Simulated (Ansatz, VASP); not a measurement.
# HfC: VASP beside Ansatz

INCAR

```
ALGO = Normal ; EDIFF = 1E-7
ENCUT = 520 ; GGA = PE
ISIF = 2 ; ISMEAR = -1
LASPH = True ; LCHARG = False
LREAL = False ; LWAVE = False
NBANDS = 22 ; NELM = 100
PREC = Accurate ; SIGMA = 0.05
```

The input KPOINTS:

```
k-points
0
Gamma
  9 9 5
```

File POSCAR:

```
HfC
1.0
    3.3650048841      0.0000000000      0.0000000000
   -1.6825024420      2.9141797134      0.0000000000
    0.0000000000      0.0000000000      5.2371700637
Hf C
2 2
Direct
    0.3333333333      0.6666666667      0.2500000000
    0.6666666667      0.3333333333      0.7500000000
    0.0000000000      0.0000000000      0.5000000000
    0.0000000000      0.0000000000      0.0000000000
```

input.yaml

```yaml
crystal:
  lattice:
    - [3.3650048841, 0.0, 0.0]
    - [-1.682502442, 2.9141797134, 0.0]
    - [0.0, 0.0, 5.2371700637]
  atoms:
    - { symbol: Hf, position: [0.3333333333, 0.6666666667, 0.25] }
    - { symbol: Hf, position: [0.6666666667, 0.3333333333, 0.75] }
    - { symbol: C, position: [0.0, 0.0, 0.5] }
    - { symbol: C, position: [0.0, 0.0, 0.0] }
hamiltonian:
  xc: pbe
  pseudopotentials: { kind: paw }
kpoints:
  mp_grid: { grid: [9, 9, 5] }
scf:
  occupations: { method: fermi_dirac, width: 0.05 }
output:
  forces: true
  stress: true
  eigenvalues: true
```

Change from the starting cell: volume scaled by 1.02.

Alike in both runs: task single point; functional PBE; k mesh 9 × 9 × 5; occupations fermi-dirac, width 0.05 eV; no spin polarisation.

|  | VASP | Ansatz |
| --- | --- | --- |
| version | VASP 6.6.1 | Ansatz 0.2.0 |
| potentials or method | VASP PAW PBE potentials, release 64 (Hf_pv, C) | Ansatz PAW |
| plane-wave cutoff (eV) | 520 | 420 |
| valence electrons in the cell | 28 | 60 |

Ansatz gave:

| Property | Result |
| --- | --- |
| gap on the k mesh at the Fermi level (eV) | none |
| pressure (GPa) | -5.0 |
| largest component of the traceless stress (GPa) | 2.85 |

Problem. Which values does VASP return?

Solution. gap on the k mesh at the Fermi level (eV): none; pressure (GPa): -5.8; largest component of the traceless stress (GPa): 2.88.

A gap of «none» marks a metal or a gap that the smearing closes. With one functional, cell and mesh, what is left measures potentials, basis and numerics. The two sets of potentials don't hold the same shells in valence.

Spin-orbit coupling is left out, which matters for the levels of Hf.
